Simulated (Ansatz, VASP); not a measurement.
One calculation of GaSb3, two programs

Contents of INCAR:

```
SYSTEM = GaSb3
  PREC = Accurate
  ENCUT = 520
  EDIFF = 1E-6
  ISMEAR = 0
  SIGMA = 0.15
  LREAL = .False.
  LASPH = .True.
  NELM = 80
  ALGO = Normal
  ISIF = 2
  LWAVE = .False.
  LCHARG = .False.
  GGA = CA
  NBANDS = 22
```

File KPOINTS:

```
Automatic mesh
0
Gamma
  10 10 10
  0 0 0
```

The input POSCAR:

```
GaSb3
1.0
    0.0000000000      3.5860033696      3.3995311944
    3.5860033696      0.0000000000      3.3995311944
    3.5860033696      3.5860033696      0.0000000000
Ga Sb
1 3
Direct
    0.0000000000      0.0000000000      0.0000000000
    0.2500000000      0.2500000000      0.2500000000
    0.7500000000      0.7500000000      0.7500000000
    0.5000000000      0.5000000000      0.5000000000
```

Input for Ansatz:

```yaml
crystal:
  lattice:
    - [0.0, 3.5860033696, 3.3995311944]
    - [3.5860033696, 0.0, 3.3995311944]
    - [3.5860033696, 3.5860033696, 0.0]
  atoms:
    - { symbol: Ga, position: [0.0, 0.0, 0.0] }
    - { symbol: Sb, position: [0.25, 0.25, 0.25] }
    - { symbol: Sb, position: [0.75, 0.75, 0.75] }
    - { symbol: Sb, position: [0.5, 0.5, 0.5] }
basis:
  ecutwfc: 420
kpoints:
  mp_grid: { grid: [10, 10, 10] }
hamiltonian:
  xc: lda
  pseudopotentials: { kind: paw, azcp: { folder: soft_1 } }
scf:
  occupations: { method: gaussian, width: 0.15 }
output:
  forces: true
  stress: true
  eigenvalues: true
```

Alike in both runs: task single point; functional LDA; k mesh 10 × 10 × 10; occupations gaussian, width 0.15 eV; no spin polarisation.

```csv
,VASP,Ansatz
version,VASP 6.6.1,Ansatz 0.2.0
potentials or method,"VASP PAW LDA potentials, release 64 (Ga_d, Sb)","scalar-relativistic, plane waves, PAW"
plane-wave cutoff (eV),520,420
valence electrons in the cell,28,58
```

Ansatz gave:

- gap on the k mesh at the Fermi level (eV): none
- pressure (GPa): 7.0
- largest component of the traceless stress (GPa): 1.35

**Question.** What did VASP give for the same quantities?

**Answer.** gap on the k mesh at the Fermi level (eV): none; pressure (GPa): 7.3; largest component of the traceless stress (GPa): 1.37.

A gap of «none» marks a metal or a gap that the smearing closes. The two sets of potentials don't hold the same shells in valence. Ansatz warned: «pseudo_functional_mismatch».

Spin-orbit coupling is left out, which matters for the levels of Sb.
